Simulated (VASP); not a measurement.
# Si (Fd-3m) in VASP: single point with PBE0

Aim: the single point of Si with PBE0.

All numbers are computed with VASP 6.6.1; they aren't measurements. Logs are shortened: lines on timing, memory, paths and dates and some standing lists are left out, and cuts for length are marked.

## (1) The crystal as given

Symmetry: Fd-3m, No. 227, cubic system. Conventional cell: a = 5.471 Å, b = 5.471 Å, c = 5.471 Å, α = 90.00°, β = 90.00°, γ = 90.00°. Around Si (site symmetry -43m) lie 4 Si at 2.37 Å.

## (2) Single point, PBE0

Contents of POSCAR:

```
Si
1.0
    0.0000000000      2.7354874691      2.7354874691
    2.7354874691      0.0000000000      2.7354874691
    2.7354874691      2.7354874691      0.0000000000
Si
2
Direct
    0.5000000000      0.5000000000      0.5000000000
    0.7500000000      0.7500000000      0.7500000000
```

Contents of INCAR.step1:

```
PREC = Accurate
ENCUT = 520
EDIFF = 1E-5
ISMEAR = -1
SIGMA = 0.1
LREAL = F
LASPH = T
NELM = 100
ALGO = Normal
ISIF = 2
LWAVE = T
LCHARG = F
NBANDS = 11
GGA = PE
```

Contents of INCAR.step2:

```
PREC = Accurate
ENCUT = 520
EDIFF = 1E-7
ISMEAR = -1
SIGMA = 0.1
LREAL = F
LASPH = T
NELM = 100
ALGO = Normal
ISIF = 2
LWAVE = F
LCHARG = F
GGA = PE
LHFCALC = T
AEXX = 0.25
PRECFOCK = Normal
HFRCUT = -1
NBANDS = 11
ISTART = 1
```

Contents of KPOINTS:

```
regular mesh
0
Gamma
  5 5 5
```

Potentials or basis: VASP PAW PBE potentials, release 64 (Si).

Started as:

```sh
$ cat potpaw_PBE.64/Si/POTCAR > POTCAR
$ cp INCAR.step1 INCAR
$ mpirun -np 1 vasp_std > vasp.out
$ cp INCAR.step2 INCAR
$ mpirun -np 1 vasp_std > vasp.out
```

OUTCAR:

```text
PREC = Accurate
   ENCUT = 520
   EDIFF = 1E-7
   ISMEAR = -1
   LREAL = F
   LASPH = T
   NELM = 100
   ISIF = 2
   GGA = PE
   LHFCALC = T
   AEXX = 0.25
   PRECFOCK = Normal
   ISTART = 1

 ion  position               nearest neighbor table
   1  0.500  0.500  0.500-   2 2.37   2 2.37   2 2.37   2 2.37
   2  0.750  0.750  0.750-   1 2.37   1 2.37   1 2.37   1 2.37

  LATTYP: Found a face centered cubic cell.
 ALAT       =     5.4709749382

  Lattice vectors:

 A1 = (   0.0000000000,   2.7354874691,   2.7354874691)
 A2 = (   2.7354874691,   0.0000000000,   2.7354874691)
 A3 = (   2.7354874691,   2.7354874691,   0.0000000000)

Analysis of symmetry for initial positions (statically):
=====================================================================
 Subroutine PRICEL returns:
 Original cell was already a primitive cell.

 Routine SETGRP: Setting up the symmetry group for a
 face centered cubic supercell.

 Subroutine GETGRP returns: Found 48 space group operations
 (whereof 24 operations were pure point group operations)
 out of a pool of 48 trial point group operations.

The static configuration has the point symmetry T_d .
 The point group associated with its full space group is O_h .

Analysis of symmetry for dynamics (positions and initial velocities):
=====================================================================
 Subroutine PRICEL returns:
 Original cell was already a primitive cell.

 Routine SETGRP: Setting up the symmetry group for a
 face centered cubic supercell.

 Subroutine GETGRP returns: Found 48 space group operations
 (whereof 24 operations were pure point group operations)
 out of a pool of 48 trial point group operations.

The dynamic configuration has the point symmetry T_d .
 The point group associated with its full space group is O_h .

 Subroutine INISYM returns: Found 48 space group operations
 (whereof 24 operations are pure point group operations),
 and found     1 'primitive' translations

----------------------------------------------------------------------------------------

                                     Primitive cell

  volume of cell :      40.9387

  direct lattice vectors                    reciprocal lattice vectors
     0.000000000  2.735487469  2.735487469    -0.182782778  0.182782778  0.182782778
     2.735487469  0.000000000  2.735487469     0.182782778 -0.182782778  0.182782778
     2.735487469  2.735487469  0.000000000     0.182782778  0.182782778 -0.182782778

  length of vectors
     3.868563479  3.868563479  3.868563479     0.316589059  0.316589059  0.316589059

  position of ions in fractional coordinates (direct lattice)
     0.500000000  0.500000000  0.500000000
     0.750000000  0.750000000  0.750000000

  ion indices of the primitive-cell ions
   primitive index   ion index
                 1           1
                 2           2

----------------------------------------------------------------------------------------

 KPOINTS: regular mesh

Automatic generation of k-mesh.
 Grid dimensions read from file:
 generate k-points for:    5    5    5

 Generating k-lattice:

  Cartesian coordinates                     Fractional coordinates (reciprocal lattice)
    -0.036556556  0.036556556  0.036556556     0.200000000  0.000000000  0.000000000
     0.036556556 -0.036556556  0.036556556     0.000000000  0.200000000  0.000000000
     0.036556556  0.036556556 -0.036556556     0.000000000  0.000000000  0.200000000

  Length of vectors
     0.063317812  0.063317812  0.063317812

  Shift w.r.t. Gamma in fractional coordinates (k-lattice)
     0.000000000  0.000000000  0.000000000

 Subroutine IBZKPT returns following result:
 ===========================================

 Found     10 irreducible k-points:

 Following reciprocal coordinates:
            Coordinates               Weight
  0.000000  0.000000  0.000000      1.000000
  0.200000  0.000000  0.000000      8.000000
  0.400000  0.000000  0.000000      8.000000
  0.200000  0.200000  0.000000      6.000000
  0.400000  0.200000  0.000000     24.000000
 -0.400000  0.200000  0.000000     24.000000
 -0.200000  0.200000  0.000000     12.000000
  0.400000  0.400000  0.000000      6.000000
 -0.400000  0.400000  0.000000     12.000000
 -0.400000  0.400000  0.200000     24.000000
   k-points           NKPTS =     10   k-points in BZ     NKDIM =    125   number of bands    NBANDS=     11
   number of dos      NEDOS =    301   number of ions     NIONS =      2
   total plane-waves  NPLWV =  27000
   dimension x,y,z NGX =    30 NGY =   30 NGZ =   30
   dimension x,y,z NGXF=    60 NGYF=   60 NGZF=   60
   ions per type =               2
   NGX,Y,Z   is equivalent  to a cutoff of  12.89, 12.89, 12.89 a.u.
   NGXF,Y,Z  is equivalent  to a cutoff of  25.78, 25.78, 25.78 a.u.
 SYSTEM =  unknown system
   PREC   = accura    normal or accurate (medium, high low for compatibility)
   ISTART =      1    job   : 0-new  1-cont  2-samecut
   ICHARG =      0    charge: 1-file 2-atom 10-const
   ISPIN  =      1    spin polarized calculation?
   LNONCOLLINEAR =      F non collinear calculations
   LSORBIT =      F    spin-orbit coupling
   LASPH  =      T    aspherical Exc in radial PAW
   ENCUT  =  520.0 eV  38.22 Ry    6.18 a.u.   7.19  7.19  7.19*2*pi/ulx,y,z
   NELM   =    100;   NELMIN=  2; NELMDL=  0     # of ELM steps
   EDIFF  = 0.1E-06   stopping-criterion for ELM
   LREAL  =      F    real-space projection
   EDIFFG = 0.1E-05   stopping-criterion for IOM
   NSW    =      0    number of steps for IOM
   IBRION =     -1    ionic relax: 0-MD 1-quasi-New 2-CG
   NFREE  =      0    steps in history (QN), initial steepest desc. (CG)
   ISIF   =      2    stress and relaxation
   ISYM   =      3    0-nonsym 1-usesym 2-fastsym
   POTIM  = 0.5000    time-step for ionic-motion
   TEBEG  =    0.0;   TEEND  =   0.0 temperature during run
   PSTRESS=    0.0 pullay stress
   NELECT =       8.0000    total number of electrons
   NUPDOWN=      -1.0000    fix difference up-down
   EMIN   =  10.00;   EMAX   =-10.00  energy-range for DOS
   EFERMI =   0.00;   METHOD = LEGACY
   ISMEAR =    -1;   SIGMA  =   0.10  broadening in eV -4-tet -1-fermi 0-gaus
   EFERMI_NEDOS =   21; number of points for ismear=-14 and -15
   IALGO  =     38    algorithm
   IMIX   =      1    mixing-type and parameters
     AMIX     =   0.40;   BMIX     =  1.00
     AMIX_MAG =   1.60;   BMIX_MAG =  1.00
  volume/ion in A,a.u.               =      20.47       138.13
  Fermi-wavevector in a.u.,A,eV,Ry     =   0.950007  1.795253 12.279437  0.902513
  Thomas-Fermi vector in A             =   2.078343
   LORBIT       =      0    0 simple, 1 ext, 2 COOP (PROOUT), +10 PAW based schemes
   GGA     = PE    functional components
   LHFCALC =     T    Hartree Fock is set to
   PRECFOCK=normal    Normal, Fast or Accurate (Low or Medium for compatibility)
   ENCUT4O =  -1.0   cutoff for four orbital integrals eV
   NKREDX  =     1    reduce k-point grid by
   NKREDY  =     1    reduce k-point grid by
   NKREDZ  =     1    reduce k-point grid by
   AEXX    =    0.2500 exact exchange contribution
   HFSCREEN=    0.0000 screening length (either q_TF or 0.3 A-1)
   HFSCREENC=   0.0000 screening length for correlation (either q_TF or 0.3 A-1)
   ENCUTFOCK=  -1.0 apply spherical cutoff to Coloumb kernel
   IVDW    =     0    specifies the selected vdW correction
   LEPSILON=     F    determine dielectric tensor
   LRPA    =     F    only Hartree local field effects (RPA)
 non-spin polarized calculation
  energy-cutoff  :      520.00
  volume of cell :       40.94
 maximum number of plane-waves:      1114
 NGX is ok and might be reduce to    30
  NGX = 24; NGY = 24; NGZ = 24

 number of electron       8.0000001 magnetization

 Free energy of the ion-electron system (eV)
  ---------------------------------------------------
  ext. energy  EPLUGINS =         0.00000000
  ---------------------------------------------------
  free energy    TOTEN  =       -13.51416167 eV

  energy without entropy =      -13.51414954  energy(sigma->0) =      -13.51415561

 E-fermi :   5.8110     XC(G=0):  -7.3833

 val. band max:        4.9075172555   @ k =   0.0000   0.0000   0.0000
 cond. band min:       6.7840410098   @ k =   0.4000   0.4000   0.0000
 fundamental gap:      1.8765237543
 Fermi energy:         5.8110050896

 k-point     1 :       0.0000    0.0000    0.0000
  band No.  band energies     occupation
      1      -8.2872      2.00000
      2       4.9075      1.99976
      3       4.9075      1.99976
      4       4.9075      1.99976
      5       8.9096      0.00000
      6       8.9096      0.00000
      7       8.9096      0.00000
      8       9.6719      0.00000
      9      14.3229      0.00000
     10      14.4145      0.00000
     11      14.4145      0.00000

 k-point     2 :       0.2000    0.0000    0.0000
  band No.  band energies     occupation
      1      -7.7414      2.00000
      2       1.6460      2.00000
      3       4.3039      2.00000
      4       4.3039      2.00000
      5       8.5063      0.00000
      6       9.7664      0.00000
      7       9.7664      0.00000
      8      12.5156      0.00000
      9      13.6733      0.00000
     10      13.6733      0.00000
     11      15.6247      0.00000

 k-point     3 :       0.4000    0.0000    0.0000
  band No.  band energies     occupation
      1      -6.2483      2.00000
      2      -2.0092      2.00000
      3       3.6799      2.00000
      4       3.6799      2.00000
      5       7.8499      0.00000
      6       9.8454      0.00000
      7       9.8454      0.00000
      8      14.3437      0.00000
      9      15.7289      0.00000
     10      15.7289      0.00000
     11      16.7006      0.00000

 k-point     4 :       0.2000    0.2000    0.0000
  band No.  band energies     occupation
      1      -7.5506      2.00000
      2       2.0444      2.00000
      3       3.3315      2.00000
      4       3.3315      2.00000
      5       7.7186      0.00000
      6      10.3008      0.00000
      7      11.3891      0.00000
      8      11.3891      0.00000
      9      13.6230      0.00000
     10      15.2256      0.00000
     11      16.8977      0.00000

 k-point     5 :       0.4000    0.2000    0.0000
  band No.  band energies     occupation
      1      -6.2974      2.00000
      2      -0.9574      2.00000
      3       2.1139      2.00000
      4       2.7519      2.00000
      5       8.0489      0.00000
      6      10.5101      0.00000
      7      11.4020      0.00000
      8      11.9830      0.00000
      9      16.9221      0.00000
     10      17.1490      0.00000
     11      17.4050      0.00000

 k-point     6 :      -0.4000    0.2000    0.0000
  band No.  band energies     occupation
      1      -5.3392      2.00000
      2      -2.4974      2.00000
      3       1.2160      2.00000
      4       3.0559      2.00000
      5       8.3627      0.00000
      6      11.0208      0.00000
      7      11.3233      0.00000
      8      14.2195      0.00000
      9      15.0461      0.00000
     10      15.1488      0.00000
     11      18.1925      0.00000

 k-point     7 :      -0.2000    0.2000    0.0000
  band No.  band energies     occupation
      1      -6.8348      2.00000
      2      -0.0279      2.00000
      3       1.7084      2.00000
      4       4.0141      2.00000
      5       9.2598      0.00000
      6      10.4783      0.00000
      7      10.6789      0.00000
      8      12.2458      0.00000
      9      12.6665      0.00000
     10      17.3726      0.00000
     11      17.5682      0.00000

 k-point     8 :       0.4000    0.4000    0.0000
  band No.  band energies     occupation
      1      -5.3318      2.00000
      2      -1.9480      2.00000
      3       1.9726      2.00000
      4       1.9726      2.00000
      5       6.7840      0.00012
      6       7.5807      0.00000
      7      15.2634      0.00000
      8      15.2634      0.00000
      9      17.6392      0.00000
     10      17.9560      0.00000
     11      19.5202      0.00000

 k-point     9 :      -0.4000    0.4000    0.0000
  band No.  band energies     occupation
      1      -4.0182      2.00000
      2      -3.3437      2.00000
      3       0.5311      2.00000
      4       2.1024      2.00000
      5       7.2724      0.00000
      6       9.5085      0.00000
      7      14.8462      0.00000
      8      15.3542      0.00000
      9      15.4555      0.00000
     10      15.7899      0.00000
     11      21.1568      0.00000

 k-point    10 :      -0.4000    0.4000    0.2000
  band No.  band energies     occupation
      1      -4.8607      2.00000
      2      -2.3730      2.00000
      3       0.6205      2.00000
      4       1.7120      2.00000
      5       9.7659      0.00000
      6      10.1441      0.00000
      7      10.9094      0.00000
      8      14.4563      0.00000
      9      15.1970      0.00000
     10      16.9768      0.00000
     11      20.2169      0.00000

------------------------ aborting loop because EDIFF is reached ----------------------------------------

  FORCE on cell =-STRESS in cart. coord.  units (eV):
  Direction    XX          YY          ZZ          XY          YZ          ZX
  --------------------------------------------------------------------------------------
  -------------------------------------------------------------------------------------
  Total       -0.5112350     -0.5112350     -0.5112350      0.0000000      0.0000000     -0.0000000
  in kB      -20.0076893    -20.0076893    -20.0076893      0.0000000      0.0000000     -0.0000000
  external PRESSURE =     -20.0076893 kB  Pullay stress =       0.0000000 kB

 VOLUME and BASIS-vectors are now :
 -----------------------------------------------------------------------------
  energy-cutoff  :      520.00
  volume of cell :       40.94
      direct lattice vectors                 reciprocal lattice vectors
     0.000000000  2.735487469  2.735487469    -0.182782778  0.182782778  0.182782778
     2.735487469  0.000000000  2.735487469     0.182782778 -0.182782778  0.182782778
     2.735487469  2.735487469  0.000000000     0.182782778  0.182782778 -0.182782778

 POSITION                                       TOTAL-FORCE (eV/Angst)
 -----------------------------------------------------------------------------------
      2.73549      2.73549      2.73549        -0.000000     -0.000000     -0.000000
      4.10323      4.10323      4.10323         0.000000      0.000000      0.000000
 -----------------------------------------------------------------------------------
    total drift:                                0.000000      0.000000      0.000000

  FREE ENERGIE OF THE ION-ELECTRON SYSTEM (eV)
  ---------------------------------------------------
  free  energy   TOTEN  =       -13.5141616698 eV

  energy  without entropy=      -13.5141495426  energy(sigma->0) =      -13.51415561
```

It took 3.1 min on 1 thread of Intel Xeon Platinum 8488C (Sapphire Rapids), shared host; peak memory 0.17 GiB.

What came out:

* Free energy: -13.5142 eV
* Pressure: -2.0 GPa
* Band gap on the k mesh: 1.88 eV, indirect (least direct gap 4.00 eV)

Caveat: the PAW data sets were made with another functional, which shifts forces and pressure a little; an odd mesh through Γ misses points on the zone boundary, where band edges often lie.
